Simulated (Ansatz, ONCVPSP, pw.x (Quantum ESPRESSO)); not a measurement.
# Equation-of-state test of one ONCV potential (H)

ONCVPSP 4.0.1.1 (patched build) input, shortened (lines: element, Z, core and valence counts, functional; n l f; lmax; l rc ep ncon nbas qcut; lloc lpopt rc5 dvloc0; l nproj debl; icmod fcfact rcfact), PBE, scalar-relativistic:

```
  H 1.00    0    1        4      upf
    1    0    1.00
    1
    0    1.20    0.00    3    6    4.70
    1    1.10    0.28    4    9    6.90
    4    5    1.05   -1.00
    0    2    0.70
    1    2    1.80
    0    0.00    0.00
```

Atomic tests: cutoffs needed: 12 Ha and 55 Ha (the cutoffs (Ha) at which the residual kinetic energy of the hardest occupied pseudo-wave falls to 1 and 0.1 mHa per electron); ghost test: no bound ghost flagged; no localised positive-energy state flagged.

Crystal test: bcc H in pw.x 7.5, no spin, 18³ k-points, Fermi–Dirac smearing 0.01 Ry, cutoffs 130/520 Ry. The lattice is a test structure that the element need not adopt, and mesh and smearing are coarse.

pw.x input:

```
&control
  calculation='scf', prefix='x', pseudo_dir='./', outdir='./tmp', tstress=.true., disk_io='low'
/
&system
  ibrav=0, nat=1, ntyp=1, ecutwfc=130, ecutrho=520, nbnd=7,
  occupations='smearing', smearing='fd', degauss=0.01
/
&electrons
  conv_thr=1e-09, mixing_beta=0.4, electron_maxstep=70
/
ATOMIC_SPECIES
H 1.0 H.UPF
CELL_PARAMETERS angstrom
  -0.91187954 0.91187954 0.91187954
  0.91187954 -0.91187954 0.91187954
  0.91187954 0.91187954 -0.91187954
ATOMIC_POSITIONS crystal
H 0.0000 0.0000 0.0000
K_POINTS automatic
18 18 18 0 0 0
```

```bash
pw.x < H.scf.in > H.scf.out
```

Problem. How does the run end?

Solution. It converges; the pressure is -4.09 GPa against -2.27 GPa from all-electron LAPW. This is a poor potential for the solid. The log shows:

```
Message from routine setup:
     using ibrav=0 with symmetry is DISCOURAGED, use correct ibrav instead
     lattice parameter (alat)  =       2.9847  a.u.
     unit-cell volume          =      20.4677 (a.u.)^3
     number of electrons       =         1.00
     number of Kohn-Sham states=            7
     kinetic-energy cutoff     =     130.0000  Ry
     charge density cutoff     =     520.0000  Ry
     scf convergence threshold =      1.0E-09
     Exchange-correlation= PBE
     number of k points=   195  Fermi-Dirac smearing, width (Ry)=  0.0100
     iteration #  1     ecut=   130.00 Ry     beta= 0.40
     total energy              =      -1.07453609 Ry
     estimated scf accuracy    <       0.00000277 Ry
     iteration #  2     ecut=   130.00 Ry     beta= 0.40
     total energy              =      -1.07453817 Ry
     estimated scf accuracy    <       0.00000105 Ry
     iteration #  3     ecut=   130.00 Ry     beta= 0.40
     the Fermi energy is     3.5665 ev
!    total energy              =      -1.07453826 Ry
     estimated scf accuracy    <          3.4E-11 Ry
     smearing contrib. (-TS)   =      -0.00045255 Ry
     The total energy is F=E-TS. E is the sum of the following terms:
     one-electron contribution =       0.62528609 Ry
     hartree contribution      =       0.01659778 Ry
     xc contribution           =      -0.66001903 Ry
     ewald contribution        =      -1.05595055 Ry
     convergence has been achieved in   3 iterations
          total   stress  (Ry/bohr**3)                   (kbar)     P=      -40.91
```
